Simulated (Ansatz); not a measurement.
Crystal: Cu.

```
CELL_PARAMETERS angstrom
0.00000 1.80750 1.80750
1.80750 0.00000 1.80750
1.80750 1.80750 0.00000
ATOMIC_POSITIONS crystal
Cu 0.00000 0.00000 0.00000
```

| Item | Value |
| --- | --- |
| Program | Ansatz 0.2.0 |
| Task | relaxation of cell and atoms |
| Functional | r2SCAN |
| Potentials or basis | Ansatz PAW |
| Cutoff | 500 eV (not typed: the program's choice for these potentials) |
| k mesh | 13 × 13 × 13 |
| Occupations | fermi-dirac, width 0.05 eV |
| Spin | no spin polarisation |

At the start: volume 11.81 Å³/atom.

Problem. How do energy, volume and symmetry change on relaxing?

Solution. It ends after 5 steps and the volume is 11.43 Å³/atom (-3.2 %); space group Fm-3m (No. 225, to 0.05 Å).

Step by step:
```
step  energy change (eV)  largest force (eV/Å)  volume (Å³)
   1              0.0000                0.0000        11.81
   2             -0.0047                0.0000        11.61
   3             -0.0062                0.0000        11.42
   4             -0.0062                0.0000        11.43
   5             -0.0060                0.0000        11.43
```

Final structure:
```
Cu
1.0
     0.00000    1.78808    1.78808
     1.78808    0.00000    1.78808
     1.78808    1.78808    0.00000
Cu
1
Cartesian
  0.0000 0.0000 0.0000
```

Caveat: the plane-wave basis is chosen anew once the cell has moved, so the energies of steps on either side of that aren't comparable; the PAW data sets come from PBE, with cores solved anew for the run's functional, which leaves a small shift of forces and pressure.
